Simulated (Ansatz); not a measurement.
# RbZn3: a trial structure relaxed

Aim: relax RbZn3 from this start, Li3N type (P6/mmm, No. 191), and see where it ends.

Method: DFT PBE, scalar-relativistic, plane waves, PAW, in Ansatz 0.2.0.

1 further run of the same task is left out (it didn't finish).

**1. The structure to begin with**

It takes space group P6/mmm (No. 191, hexagonal). The conventional cell has a = 4.568 Å, b = 4.568 Å, c = 4.822 Å, α = 90.00°, β = 90.00°, γ = 120.00°. Rb (site symmetry 6/mmm) has 8 Zn at 2.41 to 2.64 Å as nearest neighbours. Zn (site symmetry 6/mmm) has 2 Rb at 2.41 Å as nearest neighbours. Zn (site symmetry -6m2) is surrounded by 3 Rb at 2.64 Å and 3 Zn at 2.64 Å.

Structure file:

```cif
data_structure
_symmetry_space_group_name_H-M 'P6/mmm'
_symmetry_Int_Tables_number 191
_cell_length_a 4.5684
_cell_length_b 4.5684
_cell_length_c 4.8215
_cell_angle_alpha 90.000
_cell_angle_beta 90.000
_cell_angle_gamma 120.000
_cell_volume 87.15
loop_
_atom_site_label
_atom_site_type_symbol
_atom_site_symmetry_multiplicity
_atom_site_Wyckoff_symbol
_atom_site_fract_x
_atom_site_fract_y
_atom_site_fract_z
_atom_site_occupancy
Rb1 Rb 1 a 0.00000 0.00000 0.00000 1
Zn1 Zn 1 b 0.00000 0.00000 0.50000 1
Zn2 Zn 2 c 0.33333 0.66667 0.00000 1
```

(A quick probe on a coarse mesh, which set the mesh and smearing, is not shown.)

**3. A loose first relaxation**

input.yaml reads:

```yaml
crystal:
  lattice:
    - [4.5684425278, 0.0, 0.0]
    - [-2.2842212639, 3.9563872849, 0.0]
    - [0.0, 0.0, 4.8215170159]
  atoms:
    - { symbol: Rb, position: [0.0, 0.0, 0.0] }
    - { symbol: Zn, position: [0.0, 0.0, 0.5] }
    - { symbol: Zn, position: [0.3333333333, 0.6666666667, 0.0] }
    - { symbol: Zn, position: [0.6666666667, 0.3333333333, 0.0] }
basis:
  ecutwfc: 420
kpoints:
  mp_grid: { grid: [6, 6, 4] }
hamiltonian:
  xc: pbe
scf:
  occupations: { method: gaussian, width: 0.1 }
  lower_state_search: "off"
output:
  forces: true
  stress: true
  eigenvalues: true
relax:
  adjacent_minimum: "off"
  f_tol: 0.04
  max_steps: 70
  cell: { stress_tol: 0.4 }
```

Launch:

```sh
> ansatz run input.yaml --threads 1 --pin off --max-ram 2560MiB --backend cpu --events-out ev --progress --plain --runs-dir out
```

Further runs follow: full relaxation.

What does the calculation give?

The runs gave:

Formation energies count from the elements, computed with the same settings in runs not shown here.

```
                          quantity                                                                       value
                              cell  a = 6.154 Å, b = 6.154 Å, c = 7.439 Å, α = 90.00°, β = 90.00°, γ = 120.00°
                       space group                                                            P6/mmm (No. 191)
                            volume                                                               60.99 Å³/atom
                   gap on the mesh                                                                none (metal)
formation energy from the elements                                                              +0.660 eV/atom
```

What this shows: The space group stayed P6/mmm, and from the first guess the volume went from 21.79 to 60.99 Å³/atom. The formation energy of +0.66 eV/atom is positive, so the elements lie lower than this structure; another structure of the compound can lie lower.
